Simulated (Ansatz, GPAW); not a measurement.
SrO: programs and potentials compared

```
Sr O
1.0
     0.00000    2.56630    2.56630
     2.56630    0.00000    2.56630
     2.56630    2.56630    0.00000
Sr O
1 1
Direct
  0.50000 0.50000 0.50000
  0.00000 0.00000 0.00000
```

Alike in all runs: task single point; functional PBE; k mesh 9 × 9 × 9; occupations gaussian, width 0.022 eV; no spin polarisation; no spin-orbit coupling. Pressure is positive in compression and, in plane waves, holds the error of the finite cutoff, which Ansatz's Pulay term estimates and takes out.

```
                        program and potentials  plane-wave cutoff (eV)                             notes  pressure (GPa)
                            Ansatz, Ansatz PAW                     420  Pulay term of +0.37 GPa included            3.32
    GPAW, GPAW PAW data sets (gpaw-data 1.2.1)                     800                                 -            3.83
Ansatz, all-electron LAPW, scalar-relativistic                       -                                 -            3.33
```

The pressure spans 3.32 (Ansatz, Ansatz PAW) to 3.83 GPa (GPAW, GPAW PAW data sets (gpaw-data 1.2.1)), with all-electron results at 3.33.

The functional is the same throughout but for its coding, so the spread measures potentials, basis and numerics; runs on potential files found faulty are left out.
